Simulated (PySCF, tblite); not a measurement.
# piperidine (C₅H₁₁N): dynamics, then NMR shifts on frames, part 2 of 2

tblite 0.8.0 and PySCF 2.14.0. Atoms count from 0. The steps go on from the part before.

## (5) NMR shieldings: 625 fs, PBE0/pcSseg-1

What the job is given:

```
{"job": {"kind": "nmr", "xc": "PBE0", "basis": "pcSseg-1", "pop": false}, "charge": 0, "multiplicity": 1}
C      0.017200     0.870500     1.852900
C      0.080800    -0.492400     1.025300
C     -1.292800    -0.715400     0.336700
N     -1.630700     0.458300    -0.335100
C     -1.924900     1.604600     0.522500
C     -0.597000     2.147400     1.125900
H     -0.669600     0.743000     2.661500
H      1.066600     0.966900     2.248400
H      0.234000    -1.314100     1.689700
H      0.802500    -0.439100     0.170000
H     -2.131400    -0.813900     1.129300
H     -1.286800    -1.644400    -0.285900
H     -1.014500     0.747500    -1.069400
H     -2.462100     2.308600    -0.094700
H     -2.602800     1.481400     1.366300
H     -0.063500     2.458200     0.254500
H     -0.669200     2.924200     1.886200
```

Level: GIAO PBE0/pcSseg-1 NMR shielding, non-relativistic, gas phase.

The log of the run:

```text
coarse grid: 13312 points
cycle   1  E = -251.4553106622  dE =  5.591e-01  |g| = 3.823e-01  |ddm| = 3.469e+00
cycle   2  E = -251.4476601805  dE =  7.650e-03  |g| = 4.417e-01  |ddm| = 8.300e-01
cycle   3  E = -251.4945350253  dE = -4.687e-02  |g| = 5.214e-02  |ddm| = 4.613e-01
cycle   4  E = -251.4950309478  dE = -4.959e-04  |g| = 1.540e-02  |ddm| = 5.731e-02
cycle   5  E = -251.4950728564  dE = -4.191e-05  |g| = 7.483e-03  |ddm| = 1.905e-02
cycle   6  E = -251.4950850806  dE = -1.222e-05  |g| = 5.924e-04  |ddm| = 6.507e-03
cycle   7  E = -251.4950851491  dE = -6.845e-08  |g| = 2.631e-04  |ddm| = 6.574e-04
final grid: 126128 points
cycle   8  E = -251.5321600403  dE = -4.545e-05  |g| = 8.339e-03  |ddm| = 3.372e-02
cycle   9  E = -251.5321519510  dE =  8.089e-06  |g| = 1.026e-02  |ddm| = 1.730e-02
cycle  10  E = -251.5321775960  dE = -2.564e-05  |g| = 6.656e-04  |ddm| = 9.485e-03
cycle  11  E = -251.5321776796  dE = -8.358e-08  |g| = 2.274e-04  |ddm| = 8.011e-04
cycle  12  E = -251.5321776900  dE = -1.043e-08  |g| = 6.314e-05  |ddm| = 2.224e-04
cycle  13  E = -251.5321776909  dE = -8.539e-10  |g| = 6.705e-06  |ddm| = 7.002e-05
converged SCF energy = -251.5321776909

GIAO shielding tensors (ppm)
atom      isotropic    diamagn.    paramagn.     s11        s22        s33       span
  0 C      151.290     246.431     -95.141    142.433    153.399    158.040     15.607
  1 C      146.554     247.860    -101.306    136.637    150.795    152.230     15.593
  2 C      126.318     244.974    -118.656    116.010    119.806    143.139     27.129
  3 N      214.410     321.099    -106.689    175.491    190.001    277.738    102.247
  4 C      134.393     242.606    -108.213    114.562    126.314    162.302     47.739
  5 C      153.750     248.756     -95.005    138.102    157.877    165.272     27.170
  6 H       30.565      31.804      -1.239     26.853     29.548     35.294      8.441
  7 H       28.827      28.884      -0.057     23.794     27.255     35.432     11.638
  8 H       30.427      31.789      -1.362     26.821     28.123     36.337      9.516
  9 H       29.752      31.121      -1.369     26.282     28.101     34.873      8.591
 10 H       27.649      29.410      -1.761     23.808     26.523     32.616      8.807
 11 H       27.715      29.171      -1.456     23.047     26.401     33.697     10.651
 12 H       32.475      34.963      -2.488     25.514     31.136     40.774     15.260
 13 H       28.649      28.230       0.419     23.228     27.358     35.363     12.135
 14 H       29.085      29.422      -0.337     25.106     27.957     34.192      9.086
 15 H       30.761      31.163      -0.401     27.568     28.856     35.860      8.292
 16 H       30.109      29.454       0.655     25.933     27.433     36.960     11.026
```

Wall time 16 s (1 thread of Intel Xeon Platinum 8488C, shared host); peak memory 0.75 GiB.

Key values: δ C2 60.6, C4 52.5, C1 40.4, C0 35.6, H10 4.07, H11 4.00 ppm.

## (6) Shielding tensors: 800 fs, PBE0/pcSseg-1

What the job is given:

```
{"job": {"kind": "nmr", "xc": "PBE0", "basis": "pcSseg-1", "pop": false}, "charge": 0, "multiplicity": 1}
C     -0.568500     0.679100     2.313700
C     -0.670200    -0.671000     1.696400
C     -1.881500    -0.610600     0.806400
N     -1.963900     0.510600    -0.068300
C     -1.713700     1.791100     0.530000
C     -0.484100     1.829100     1.380700
H     -1.482400     0.814900     2.994800
H      0.264100     0.745000     2.992700
H     -0.666700    -1.451100     2.394400
H      0.140100    -0.689200     0.961300
H     -2.755600    -0.554400     1.475300
H     -1.806200    -1.404600     0.097000
H     -1.269100     0.335700    -0.811300
H     -1.674900     2.560300    -0.318000
H     -2.643300     2.137800     1.025400
H      0.384400     1.743000     0.693100
H     -0.404100     2.724900     1.995300
```

With the program's defaults for keys left out, this is: GIAO PBE0/pcSseg-1 NMR shielding, non-relativistic, gas phase.

The log of the run:

```text
coarse grid: 13312 points
cycle   1  E = -251.4577214002  dE =  8.761e-01  |g| = 4.219e-01  |ddm| = 3.533e+00
cycle   2  E = -251.4456241421  dE =  1.210e-02  |g| = 4.942e-01  |ddm| = 9.192e-01
cycle   3  E = -251.5054988663  dE = -5.987e-02  |g| = 5.643e-02  |ddm| = 5.084e-01
cycle   4  E = -251.5060902549  dE = -5.914e-04  |g| = 1.384e-02  |ddm| = 5.754e-02
cycle   5  E = -251.5061219008  dE = -3.165e-05  |g| = 7.513e-03  |ddm| = 1.935e-02
cycle   6  E = -251.5061341530  dE = -1.225e-05  |g| = 1.030e-03  |ddm| = 6.972e-03
cycle   7  E = -251.5061343670  dE = -2.140e-07  |g| = 2.772e-04  |ddm| = 8.794e-04
final grid: 126128 points
cycle   8  E = -251.5401256684  dE = -4.809e-05  |g| = 8.612e-03  |ddm| = 3.451e-02
cycle   9  E = -251.5401148956  dE =  1.077e-05  |g| = 1.105e-02  |ddm| = 1.830e-02
cycle  10  E = -251.5401443188  dE = -2.942e-05  |g| = 5.919e-04  |ddm| = 1.011e-02
cycle  11  E = -251.5401443852  dE = -6.641e-08  |g| = 2.078e-04  |ddm| = 6.594e-04
cycle  12  E = -251.5401443939  dE = -8.676e-09  |g| = 6.347e-05  |ddm| = 2.237e-04
cycle  13  E = -251.5401443947  dE = -7.913e-10  |g| = 1.470e-05  |ddm| = 6.601e-05
converged SCF energy = -251.5401443947

GIAO shielding tensors (ppm)
atom      isotropic    diamagn.    paramagn.     s11        s22        s33       span
  0 C      157.132     247.288     -90.155    145.463    154.013    171.922     26.459
  1 C      155.719     252.257     -96.539    140.782    152.280    174.095     33.314
  2 C      137.355     245.763    -108.408    119.651    136.734    155.681     36.030
  3 N      208.884     324.056    -115.172    173.698    193.718    259.235     85.536
  4 C      138.229     242.072    -103.844    125.629    132.285    156.773     31.144
  5 C      154.739     247.039     -92.300    143.992    150.717    169.507     25.514
  6 H       29.511      29.104       0.406     26.080     27.521     34.931      8.851
  7 H       30.070      30.375      -0.305     24.967     28.405     36.839     11.873
  8 H       31.061      32.469      -1.407     27.132     28.486     37.565     10.433
  9 H       30.849      32.317      -1.468     27.999     28.869     35.677      7.678
 10 H       28.861      29.527      -0.666     23.279     28.580     34.724     11.445
 11 H       28.883      30.774      -1.891     23.335     28.333     34.982     11.647
 12 H       30.840      34.789      -3.950     23.058     30.131     39.330     16.272
 13 H       27.847      27.636       0.211     23.376     26.247     33.917     10.540
 14 H       28.577      27.909       0.668     23.917     27.319     34.496     10.579
 15 H       30.071      30.101      -0.030     26.747     28.031     35.435      8.688
 16 H       29.879      29.099       0.780     25.483     27.560     36.595     11.112
```

It took 15 s on 1 thread of Intel Xeon Platinum 8488C, shared host; peak memory 0.75 GiB.

In short: δ C2 49.6, C4 48.7, C5 32.2, C1 31.2, H13 3.87, H14 3.14 ppm.

## (7) Nuclear shieldings: 1000 fs, PBE0/pcSseg-1

What the job is given:

```
{"job": {"kind": "nmr", "xc": "PBE0", "basis": "pcSseg-1", "pop": false}, "charge": 0, "multiplicity": 1}
C     -0.737500     0.985100     2.456600
C     -1.546000    -0.223200     1.918600
C     -2.576000     0.119700     0.902200
N     -2.149600     1.077200    -0.148400
C     -1.610700     2.215400     0.526700
C     -0.373900     1.984900     1.473100
H     -1.298200     1.444800     3.289500
H      0.212300     0.638800     2.985300
H     -1.863200    -0.878700     2.716000
H     -0.685300    -0.811100     1.388500
H     -3.498700     0.593200     1.327200
H     -2.948000    -0.808200     0.398100
H     -1.463300     0.538400    -0.669100
H     -1.468300     2.988800    -0.206400
H     -2.487900     2.506800     1.187200
H      0.542300     1.592600     0.983800
H     -0.231300     3.056900     1.830700
```

Level: GIAO PBE0/pcSseg-1 NMR shielding, non-relativistic, gas phase.

The log of the run:

```text
coarse grid: 13312 points
cycle   1  E = -251.4625141298  dE =  6.255e-01  |g| = 3.830e-01  |ddm| = 3.479e+00
cycle   2  E = -251.4532397675  dE =  9.274e-03  |g| = 4.467e-01  |ddm| = 8.354e-01
cycle   3  E = -251.5023282255  dE = -4.909e-02  |g| = 5.065e-02  |ddm| = 4.553e-01
cycle   4  E = -251.5028182958  dE = -4.901e-04  |g| = 9.951e-03  |ddm| = 5.190e-02
cycle   5  E = -251.5028326687  dE = -1.437e-05  |g| = 6.208e-03  |ddm| = 1.531e-02
cycle   6  E = -251.5028412305  dE = -8.562e-06  |g| = 8.040e-04  |ddm| = 5.667e-03
final grid: 126128 points
cycle   7  E = -251.5370244902  dE = -3.058e-05  |g| = 8.035e-03  |ddm| = 2.799e-02
cycle   8  E = -251.5370142811  dE =  1.021e-05  |g| = 1.038e-02  |ddm| = 1.621e-02
cycle   9  E = -251.5370413367  dE = -2.706e-05  |g| = 4.273e-04  |ddm| = 8.944e-03
cycle  10  E = -251.5370413741  dE = -3.744e-08  |g| = 1.112e-04  |ddm| = 5.584e-04
cycle  11  E = -251.5370413762  dE = -2.024e-09  |g| = 6.301e-05  |ddm| = 1.622e-04
cycle  12  E = -251.5370413770  dE = -8.527e-10  |g| = 8.352e-06  |ddm| = 6.175e-05
converged SCF energy = -251.5370413770

GIAO shielding tensors (ppm)
atom      isotropic    diamagn.    paramagn.     s11        s22        s33       span
  0 C      158.540     241.907     -83.367    151.355    159.131    165.135     13.781
  1 C      154.879     253.041     -98.162    137.709    162.521    164.408     26.698
  2 C      131.728     242.076    -110.348    116.807    121.223    157.154     40.347
  3 N      206.977     323.086    -116.108    174.007    192.466    254.459     80.452
  4 C      129.413     244.984    -115.571    112.722    128.922    146.594     33.872
  5 C      152.585     245.514     -92.929    137.129    150.068    170.558     33.429
  6 H       29.463      27.798       1.665     25.110     28.178     35.100      9.989
  7 H       28.902      27.813       1.089     23.979     26.928     35.798     11.818
  8 H       30.066      30.575      -0.509     26.255     27.750     36.193      9.938
  9 H       28.610      31.096      -2.486     24.309     27.621     33.900      9.592
 10 H       28.274      28.353      -0.080     23.589     27.491     33.741     10.152
 11 H       28.072      28.521      -0.449     23.261     26.735     34.220     10.960
 12 H       31.673      35.596      -3.923     25.440     30.053     39.525     14.086
 13 H       28.432      29.836      -1.404     23.215     28.031     34.050     10.835
 14 H       28.351      29.220      -0.869     24.242     27.793     33.019      8.777
 15 H       29.491      29.899      -0.409     25.456     28.024     34.992      9.536
 16 H       28.876      27.931       0.945     25.028     26.435     35.167     10.139
```

Run time: 15 s. Hardware: 1 thread of Intel Xeon Platinum 8488C, shared host; peak memory 0.75 GiB.

In short: δ C4 57.5, C2 55.2, C5 34.3, C1 32.0, H11 3.64, H10 3.44 ppm.

## (8) Side by side: NMR shifts

Shifts (ppm) of some atoms, chosen among heavy atoms and hydrogens apart, with basis size and wall time:

```
  frame    C2    C5    C1    C0   H14    H7    N3  functions  time
 250 fs  52.2  34.7  34.5  26.1  2.18  1.87  83.8        157  16 s
 425 fs  57.4  43.4  35.2  34.0  0.61  4.59  66.7        157  16 s
 625 fs  60.6  33.2  40.4  35.6  2.63  2.89  53.3        157  16 s
 800 fs  49.6  32.2  31.2  29.8  3.14  1.65  58.8        157  15 s
1000 fs  55.2  34.3  32.0  28.4  3.37  2.82  60.8        157  15 s
```

## (9) Outcome

What follows sums up all 2 parts.

```
                                      quantity                                                                 value
                                    thermostat                                                                 400 K
                 mean temperature, second half                                                                 411 K
       mean potential energy above the minimum                                                               0.75 eV
13C shifts against TMS (PBE0/pcSseg-1, 250 fs)                                      54.0, 52.2, 34.7, 34.5, 26.1 ppm
 1H shifts against TMS (PBE0/pcSseg-1, 250 fs)  2.89, 2.81, 2.44, 2.34, 2.32, 2.18, 2.04, 1.87, 1.17, 0.54, 0.32 ppm
15N shifts against NH3 (PBE0/pcSseg-1, 250 fs)                                                              83.8 ppm
                      range of the shift of N3                                                      53.3 to 83.8 ppm
```

**Reading.** In the second half the potential energy averages 0.75 eV above the minimum; equipartition over 45 harmonic modes at 400 K would give 0.78 eV. With 17 atoms the temperature swings widely (248 to 628 K). Shifts at one fixed geometry are not the observed spectrum, which averages over the motion. In the first frame run (250 fs): Shielding is most anisotropic at N3 (span 115 ppm, paramagnetic term -138 ppm). In ppm, N3 moves most: its shift spreads over 30.5 ppm, from 53.3 (625 fs) to 83.8 (250 fs).
